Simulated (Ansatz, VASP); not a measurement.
# Two plane-wave programs on K

INCAR

```
SYSTEM = K
PREC = Accurate
ENCUT = 520
EDIFF = 1E-7
ISMEAR = -1
SIGMA = 0.1
LREAL = .False.
LASPH = .True.
NELM = 100
ALGO = Normal
ISIF = 2
LWAVE = .False.
LCHARG = .False.
GGA = PS
NBANDS = 10
```

File KPOINTS:

```
regular mesh
0
Gamma
  9 9 9
  0 0 0
```

POSCAR

```
K
1.0
    3.2605331784      0.0000000000      0.0000000000
    0.0000000000      3.2605331784      0.0000000000
    0.0000000000      0.0000000000      3.2605331784
K
1
Direct
    0.0000000000      0.0000000000      0.0000000000
```

Input for Ansatz:

```yaml
crystal:
  lattice:
    - [3.2605331784, 0.0, 0.0]
    - [0.0, 3.2605331784, 0.0]
    - [0.0, 0.0, 3.2605331784]
  atoms:
    - { symbol: K, position: [0.0, 0.0, 0.0] }
kpoints:
  mp_grid: { grid: [9, 9, 9] }
  band_path:
    path:
      - [0.0, 0.0, 0.0]
      - [0.0, 0.5, 0.0]
      - [0.5, 0.5, 0.0]
      - [0.0, 0.0, 0.0]
      - [0.5, 0.5, 0.5]
      - [0.0, 0.5, 0.0]
      - [0.5, 0.5, 0.5]
      - [0.5, 0.5, 0.0]
    npoints: 8
scf:
  occupations: { method: fermi_dirac, width: 0.1 }
hamiltonian:
  xc: pbesol
  pseudopotentials: { kind: paw }
output:
  forces: true
  stress: true
  eigenvalues: true
  populations: true
  dos: { projected: true, de: 0.2, e_range: [-14, 8] }
```

Change from the starting cell: volume scaled by 0.45, PAW files.

Alike in both runs: task single point; functional PBEsol; k mesh 9 × 9 × 9; occupations fermi-dirac, width 0.1 eV; no spin polarisation.

|  | VASP | Ansatz |
| --- | --- | --- |
| version | VASP 6.6.1 | Ansatz 0.2.0 |
| potentials or method | VASP PAW PBE potentials, release 64 (K_sv) | PAW with Ansatz's default frozen-core files, scalar-relativistic |
| plane-wave cutoff (eV) | 520 | 420 |
| valence electrons in the cell | 9 | 9 |

|  | VASP | Ansatz | Ansatz less VASP |
| --- | --- | --- | --- |
| pressure (GPa) | 8.8 | 8.8 | -0.02 |

With one functional, cell and mesh, what is left measures potentials, basis and numerics.

Caveats: the PAW data sets were made with another functional, which shifts forces and pressure a little (VASP).
